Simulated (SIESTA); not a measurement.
The system is La.

```
La
1.0
     3.75000    0.00000    0.00000
    -1.87500    3.24760    0.00000
     0.00000    0.00000    6.07000
La
2
Direct
  0.66667 0.33333 0.75000
  0.33333 0.66667 0.25000
```

This isn't the form of La at room conditions, which is double hcp.

Base run:

- Program: SIESTA 5.4.2
- Functional: PBE
- Potentials or basis: PseudoDojo 0.4 standard (PBE files)
- Basis: DZP (energy shift 0.003 Ry; two zetas on semicore shells)
- Grid cutoff: 800 Ry
- Energy shift: 0.003 Ry
- k mesh: 8 × 8 × 5
- Occupations: fermi-dirac, width 0.05 eV
- Spin: no spin polarisation

Its results: band gap on the k mesh none (metal or under the smearing width); pressure 3.1 GPa.

Q: The run is repeated on the same cell with these changes: functional from PBE to PBEsol; potentials or basis from PseudoDojo 0.4 standard (PBE files) to PseudoDojo 0.4 standard (PBEsol files). What comes out?

A: Band gap on the k mesh none (metal or under the smearing width); pressure 1.0 GPa.

Caveats: the basis of atomic orbitals isn't converged, which shifts pressures, moduli and gaps; spin-orbit coupling is left out, which moves the levels of the heavy elements (some runs).
